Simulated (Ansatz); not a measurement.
# SnO2 in Ansatz: the effect of functional

SnO2:

```
Sn O
1.0
     1.64881    0.95194    4.89475
    -1.64881    0.95194    4.89475
     0.00000   -1.90388    4.89475
Sn O
1 2
Direct
  0.50000 0.50000 0.50000
  0.76283 0.76283 0.76283
  0.23717 0.23717 0.23717
```

Measurements of this composition are mostly on another form, of space group No. 136.

The cell isn't the ideal one: volume scaled by 1.06.

Alike in all runs:

| Quantity | Value |
| --- | --- |
| Program | Ansatz 0.2.0 |
| Task | single point |
| Potentials or basis | Ansatz PAW |
| k mesh | 10 × 10 × 10 |
| Occupations | fermi-dirac, width 0.05 eV |
| Spin | no spin polarisation |

| functional | cutoff | gap on the mesh (eV) | pressure (GPa) | largest force (eV/Å) |
| --- | --- | --- | --- | --- |
| PBEsol | 420 eV (not typed: the program's choice for these potentials) | 1.53 | -11.7 | 0.92 |
| r2SCAN | 500 eV (not typed: the program's choice for these potentials) | ? | ? | ? |
| LDA | 420 eV (not typed: the program's choice for these potentials) | 1.43 | -15.3 | 1.18 |

Question: What does the run with functional r2SCAN give?

Answer: gap on the mesh 2.05 eV; pressure -14.0 GPa; largest force 1.17 eV/Å.

Caveats: spin-orbit coupling is left out, which moves the levels of the heavy elements; the PAW data sets come from PBE, with cores solved anew for the run's functional, which leaves a small shift of forces and pressure; forces of over 1 eV/Å show positions far from the minimum, so gaps and moduli don't describe the material at rest (some runs).

A k mesh can miss the band edges.
